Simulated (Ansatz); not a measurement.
# CoO (Fm-3m) in Ansatz: further runs, part 2 of 2

Ansatz 0.2.0. Earlier steps stand in the parts before.

## (4) Single point, PBE, collinear spin, ferromagnetic start

Input file input.yaml:

```yaml
crystal:
  lattice:
    - [0.0, 2.1315, 2.1315]
    - [2.1315, 0.0, 2.1315]
    - [2.1315, 2.1315, 0.0]
  atoms:
    - { symbol: Co, position: [0.0, 0.0, 0.0], spin: 2.0 }
    - { symbol: O, position: [0.5, 0.5, 0.5] }
kpoints:
  mp_grid: { grid: [11, 11, 11] }
scf:
  occupations: { method: gaussian, width: 0.023 }
hamiltonian:
  xc: pbe
  pseudopotentials: { kind: all_electron, lapw: { basis_error: 0.001 } }
magnetization:
  spin_polarized: true
output:
  forces: true
  stress: true
  eigenvalues: true
```

Potentials or basis: all-electron LAPW, scalar-relativistic.

The run is started by

```
$ ansatz run input.yaml --threads 2 --pin off --max-ram 6144MiB --backend cpu --events-out ev --progress --plain --runs-dir out
```

What it wrote:

```text
Warning: RAYON_NUM_THREADS=2 ignored (pool sized by the plan → 2); use --threads N
LAPW: plane waves up to 9.717 Å⁻¹, error target 1.0e-3 eV per atom; small_component_spin mean_spin; O in spheres of 0.967 Å, 8 of its electrons in bands, Dirac shells []; Co in spheres of 1.165 Å, 17 of its electrons in bands, Dirac shells [] (how accurate: hamiltonian.pseudopotentials.lapw.basis_error, Limitations)
Engine: ansatz 0.2.0, aarch64-unknown-linux-gnu
Pseudopotentials: kind: all_electron
Pseudopotential: Co, LAPW, valence charge 17, lapw/all_electron/scalar/gaussian/Co, Koelling and Harmon's equation, gaussian nucleus
Pseudopotential: O, LAPW, valence charge 8, lapw/all_electron/scalar/gaussian/O, Koelling and Harmon's equation, gaussian nucleus
Functional definition: PBE
  parameter kappa = 0.804
  parameter beta = 0.06672455060314922
  exchange = pbe_x(kappa = kappa, mu = beta*pi^2/3)
  correlation = pbe_c(beta = beta)
Crystal: 2 atoms, lattice volume = 19.368 Å³
Basis set: ecut = 359.7176942531124 eV, 307 PW (Γ), exchange–correlation at level 2
Bands: 18, of which v1, the nominal top of the filled ones, is band 13 counted from 1 (12 counted from 0)
Symmetry: 48 space group operations
Space group: Fm-3m (ITA 225), of the structure as read, at distance tolerance 2.7e-5 Å
Magnetic group: BNS 225.116 (UNI 1618), of the structure as read, at distance tolerance 2.7e-5 Å
k-points: 56 of 1331
Non-local potential: Co, projectors of the file, none
Non-local potential: O, projectors of the file, none
Initial density: superposition of atomic densities (chi_scale 0.1, normalization cell, long waves kept (reshape's long-wave potential 0.00 eV rms))
Starting moments: Σ|m| = 2 μB on 1 of 2 sites
Initial wavefunctions: plane waves of lowest kinetic energy (no species holds an atomic orbital)
Functional: x = pbe(κ = 0.804, μ = 0.2195149727645171), c = pbe(β = 0.06672455060314922)
iter 1 solved again at ethr=6.56e-3 eV; its pass at ethr=1.00e-1 eV (dr2=1.64e0 eV) is discarded
SCF iter   1: F=—  HF=-39965.317356 eV  |F-HF|=—  |Δ(HF+E_count)|=         —  Δρ=6.11e-2 (↑5.65e-2 ↓6.11e-2)  dr2=1.64e0  dr2_m=2.72e-1  M=3.000 μB ∫|m|=3.002 μB  β_m=0.30  ethr=6.56e-3  ⟨swp⟩=2.0  Hψ=13188  notcnv=0
Mixer restart at iter 1: flushing history
preconditioner: auto → none  [metal: Δε(μ)=0.006 eV  Ē_g=14.103 eV  σ=0.023 eV  W_gap=0.15  n_scr=8 (ndim 8)  ℏωp=32.7 eV  f_vac=0.000  D(μ)=4.66/eV (n_scr^D=112)  sad-step TF]
SCF iter   2: F=—  HF=-39964.512977 eV  |F-HF|=—  |Δ(HF+E_count)|=   8.04e-1  Δρ=3.49e-2 (↑3.49e-2 ↓3.06e-2)  dr2=3.63e-1  dr2_m=1.19e-1  M=3.000 μB ∫|m|=3.002 μB  β_m=0.47  ethr=6.56e-3  ⟨swp⟩=2.0  Hψ=5936  notcnv=0
SCF iter   3: F=—  HF=-39964.558864 eV  |F-HF|=—  |Δ(HF+E_count)|=   4.59e-2  Δρ=2.02e-2 (↑1.81e-2 ↓2.02e-2)  dr2=2.64e-1  dr2_m=1.55e-2  M=3.000 μB ∫|m|=3.009 μB  β_m=0.48  ethr=1.45e-3  ⟨swp⟩=2.0  Hψ=6048  notcnv=0
iter 4 solved again at ethr=1.63e-5 eV; its pass at ethr=1.06e-3 eV (dr2=4.06e-3 eV) is discarded
SCF iter   4: F=—  HF=-39964.489627 eV  |F-HF|=—  |Δ(HF+E_count)|=         —  Δρ=5.69e-3 (↑3.62e-3 ↓5.69e-3)  dr2=4.05e-3  dr2_m=2.53e-3  M=2.945 μB ∫|m|=2.958 μB  β_m=0.48  ethr=1.63e-5  ⟨swp⟩=2.0  Hψ=10104  notcnv=0
Mixer restart at iter 4: flushing history
the basis was enlarged: its passes take 1.4 MiB over the memory plan, 2 of 2 planned eigensolver slots
SCF iter   5: F=—  HF=-39964.496833 eV  |F-HF|=—  |Δ(HF+E_count)|=   7.21e-3  Δρ=4.08e-3 (↑4.08e-3 ↓3.10e-3)  dr2=1.07e-2  dr2_m=4.35e-4  M=3.000 μB ∫|m|=3.014 μB  β_m=0.42  ethr=1.62e-5  ⟨swp⟩=3.0  Hψ=6615  notcnv=0
SCF iter   6: F=—  HF=-39964.489603 eV  |F-HF|=—  |Δ(HF+E_count)|=   7.23e-3  Δρ=1.91e-3 (↑1.91e-3 ↓1.25e-3)  dr2=5.37e-4  dr2_m=3.16e-4  M=2.980 μB ∫|m|=2.995 μB  β_m=0.61  ethr=1.62e-5  ⟨swp⟩=2.5  Hψ=6143  notcnv=0
SCF iter   7: F=—  HF=-39964.491159 eV  |F-HF|=—  |Δ(HF+E_count)|=   1.56e-3  Δρ=5.15e-4 (↑5.15e-4 ↓1.64e-4)  dr2=5.82e-5  dr2_m=1.48e-5  M=2.984 μB ∫|m|=3.000 μB  β_m=0.60  ethr=2.15e-6  ⟨swp⟩=2.5  Hψ=5813  notcnv=0
SCF iter   8: F=—  HF=-39964.491205 eV  |F-HF|=—  |Δ(HF+E_count)|=   4.66e-5  Δρ=1.68e-4 (↑1.43e-4 ↓1.68e-4)  dr2=4.35e-7  dr2_m=4.22e-6  M=2.981 μB ∫|m|=2.998 μB  β_m=0.80  ethr=2.33e-7  ⟨swp⟩=2.0  Hψ=5454  notcnv=0
SCF iter   9: F=—  HF=-39964.491212 eV  |F-HF|=—  |Δ(HF+E_count)|=   6.61e-6  Δρ=7.48e-5 (↑6.85e-5 ↓7.48e-5)  dr2=8.50e-7  dr2_m=5.89e-7  M=2.981 μB ∫|m|=2.997 μB  β_m=0.77  ethr=1.74e-9  ⟨swp⟩=3.0  Hψ=6307  notcnv=0
SCF iter  10: F=—  HF=-39964.491208 eV  |F-HF|=—  |Δ(HF+E_count)|=   4.15e-6  Δρ=8.43e-6 (↑3.82e-6 ↓8.43e-6)  dr2=8.26e-9  dr2_m=5.84e-9  M=2.980 μB ∫|m|=2.997 μB  β_m=0.89  ethr=1.74e-9  ⟨swp⟩=3.0  Hψ=6036  notcnv=0
SCF iter  11: F=-39964.491208 eV  HF=-39964.491208 eV  |F-HF|=5.97e-10  |Δ(HF+E_count)|=   7.44e-9  Δρ=2.15e-6 (↑1.98e-6 ↓2.15e-6)  dr2=7.11e-11  dr2_m=7.35e-10  M=2.980 μB ∫|m|=2.997 μB  ethr=3.30e-11  ⟨swp⟩=2.3  Hψ=5503  notcnv=0
SCF 1 converged in 11 iterations: F = -39964.491208 eV  dr2 = 7.11e-11
SCF converged after 11 iterations
Magnetization: 2.9802 μB (13.9901 up, 11.0099 down)
Absolute magnetization: 2.9969 μB (∫|ρ↑−ρ↓|)
Spin contamination: 0.0067 ħ² per cell (⟨S²⟩ above its minimum at these occupations)
Per-site moments (μB) at R_I (Å): [(2.624948983194818, 1.1645143403757252), (0.33755989923896124, 0.9669856278624493)]
Free energy (F): -39964.491208 eV
Harris-Foulkes:  -39964.491208 eV  (|F-HF|=5.97e-10)
Internal energy: -39964.490268 eV  (E = F + TS)
E sigma→0 (E₀):  -39964.490738 eV
Entropy (-TS):   -0.000939 eV (-0.470 meV/atom)
Fermi energy:    14.099785 eV
--- Per-component energies (eV) ---
  E_band       = -1285.597628
  E_kinetic    = 40524.517600
  E_xc         = -1857.559508
  E_electrostatic = -78631.448361  (all electrons and nuclei)
  E_smearing   = -0.000939  (= −TS)
  E_closure    = 0.000000  (closes the sum)
  E_atoms      = -39950.192766  (free atoms, spherical and without spin; not in F)
  Σ components = -39964.491208   (vs F -39964.491208, Δ=0.00e0)
  Basis errors (estimates in eV, not in F): energy 3.7e-4 per atom: plane waves 3.3e-4 (1.8e-4 summed), levels above the bands 0.0e0, relativity 4.6e-8, radial functions 3.8e-5, core shells 7.0e-9; eigenvalues (radial functions only) 1.3e-5; not estimated: angular momenta, meshes, grids; target (lapw.basis_error) 1.0e-3; muffin-tin radii O 0.967 Å, Co 1.165 Å
--- Forces (eV/Å), atoms counted from 1 ---
  atom   1  Co    -0.00000000    -0.00000000    -0.00000000
  atom   2  O      0.00000000     0.00000000     0.00000000
  max |Σ_I F_I| component: 1.43e-30 eV/Å
--- Stress (GPa, compression-positive) ---
       -1.675184       0.000000      -0.000000
        0.000000      -1.675184      -0.000000
       -0.000000      -0.000000      -1.675184
  P = ⅓ Tr σ = -1.6752 GPa (-16.752 kbar)
--- Band table (eV; the first three rows and the last of 112) ---
  k-point 0 ↑: bands = ["-492.5994", "-82.8390", "-46.0927", "-46.0927", "-46.0927", "-6.1240", "10.7602", "10.7602", "10.9382", "10.9382", "10.9382", "10.9814", "10.9814", "10.9814", "14.9971", "30.8193", "32.0802", "32.0802"]
  k-point 1 ↑: bands = ["-492.5994", "-82.8387", "-46.0956", "-46.0931", "-46.0931", "-6.0387", "10.0298", "10.0298", "10.0597", "11.0108", "11.0108", "11.3252", "11.7275", "11.7275", "15.5819", "29.1831", "31.7856", "31.7856"]
  k-point 2 ↑: bands = ["-492.5994", "-82.8380", "-46.1034", "-46.0941", "-46.0941", "-5.8010", "8.7930", "9.2990", "9.2990", "11.1621", "11.1621", "11.5332", "12.5494", "12.5494", "16.7826", "27.0008", "30.6857", "30.6857"]
  k-point 55 ↓: bands = ["-492.3145", "-79.7186", "-43.0810", "-43.0789", "-43.0673", "-4.1761", "8.3699", "8.4299", "9.2548", "13.5772", "13.8280", "14.2270", "15.0883", "15.8068", "22.9971", "24.3536", "24.4607", "27.7213"]
```

Run time: 14 s. Hardware: 2 threads of Arm Neoverse V2, shared host; peak memory 0.43 GiB.

Results:

- Free energy: -39964.4912 eV
- Pressure: -1.7 GPa
- Band gap on the k mesh: none (metal or under the smearing width)
- Net moment: 2.98 μB per cell
- Absolute moment: 3.00 μB per cell
- Site moments: Co +2.62; O +0.34 μB

Levels at points of the mesh, in eV from the Fermi level:
Spin up:
```csv
k point,band 10,band 11,band 12,band 13,band 14,band 15,band 16,band 17,band 18
"(0.00, 0.00, 0.00)",-3.16,-3.16,-3.12,-3.12,-3.12,0.90,16.72,17.98,17.98
```
Spin down:
| k point | band 9 | band 10 | band 11 | band 12 | band 13 | band 14 |
| --- | --- | --- | --- | --- | --- | --- |
| (0.00, 0.00, 0.00) | -2.58 | -1.11 | -1.11 | -1.11 | 0.11 | 0.11 |

Caveat: a cell with one magnetic atom can't hold antiferromagnetic order, which such compounds often take; semilocal functionals often make such compounds metallic where correlation or magnetic order opens a gap, which also shifts bond lengths.

## (5) Relaxation of cell and atoms, revPBE+D4, collinear spin, ferromagnetic start

input.yaml, as its differences from that of step 4:

```diff
@@ -11,5 +11,6 @@
 scf:
-  occupations: { method: gaussian, width: 0.023 }
+  occupations: { method: fermi_dirac, width: 0.05 }
 hamiltonian:
-  xc: pbe
+  xc: revpbe
+  dispersion: d4
   pseudopotentials: { kind: all_electron, lapw: { basis_error: 0.001 } }
@@ -20,2 +21,5 @@
   stress: true
-  eigenvalues: true
+relax:
+  f_tol: 0.01
+  max_steps: 60
+  cell: {}
```

The run is started by

```
$ ansatz run input.yaml --threads 2 --pin off --max-ram 6144MiB --backend cpu --events-out ev --progress --plain --runs-dir out
```

Wall time 34 s (2 threads of Arm Neoverse V2, shared host); peak memory 0.43 GiB.

It converged, with:

- Free energy: -39970.3519 eV
- Relaxed volume: 9.45 Å³/atom
- Relaxed cell: a = 2.990 Å, b = 2.990 Å, c = 2.990 Å, α = 60.00°, β = 60.00°, γ = 60.00°
- Space group after relaxing (to 0.05 Å): Fm-3m (No. 225)
- Energy gained by relaxing: 2.8 meV/atom
- Ionic steps: 4
- Pressure after relaxing: 0.0 GPa
- Net moment: 2.89 μB per cell
- Absolute moment: 2.91 μB per cell
- Site moments: Co +2.56; O +0.30 μB

The path:
| step | energy change (eV) | largest force (eV/Å) | volume (Å³) |
| --- | --- | --- | --- |
| 1 | 0.0000 | 0.0000 | 19.37 |
| 2 | -0.0041 | 0.0000 | 19.14 |
| 3 | -0.0056 | 0.0000 | 18.91 |
| 4 | -0.0056 | 0.0000 | 18.91 |

Final structure:
```xyz
2
Lattice="0.0000 2.1145 2.1145 2.1145 0.0000 2.1145 2.1145 2.1145 0.0000" Properties=species:S:1:pos:R:3 pbc="T T T"
Co    0.0000    0.0000    0.0000
O     2.1145    2.1145    2.1145
```

Caveat: a cell with one magnetic atom can't hold antiferromagnetic order, which such compounds often take.

## (6) Overview

| task | level | cell | cutoff (eV) | smearing | gap on the mesh (eV) | pressure (GPa) | moment (μB) | relaxed volume (Å³/atom) |
| --- | --- | --- | --- | --- | --- | --- | --- | --- |
| single point | PBE | as given | 360 | gaussian 0.03 eV | none | -1.7 | 2.97 | - |
| relaxation of cell and atoms | BLYP+D4 | relaxed | - | fermi-dirac 0.05 eV | - | 0.0 | 2.77 | 9.57 |
| single point | PBE | as given | 360 | gaussian 0.023 eV | none | -1.7 | 2.98 | - |
| relaxation of cell and atoms | revPBE+D4 | relaxed | - | fermi-dirac 0.05 eV | - | 0.0 | 2.89 | 9.45 |

Alike in all rows: potentials or basis all-electron LAPW, scalar-relativistic; spin collinear, ferromagnetic start; k mesh 11 × 11 × 11; basis error allowed 0.001 eV/atom.

Caveats: a cell with one magnetic atom can't hold antiferromagnetic order, which such compounds often take; semilocal functionals often make such compounds metallic where correlation or magnetic order opens a gap, which also shifts bond lengths (some runs).

Compare energies only between runs with the same functional and basis.
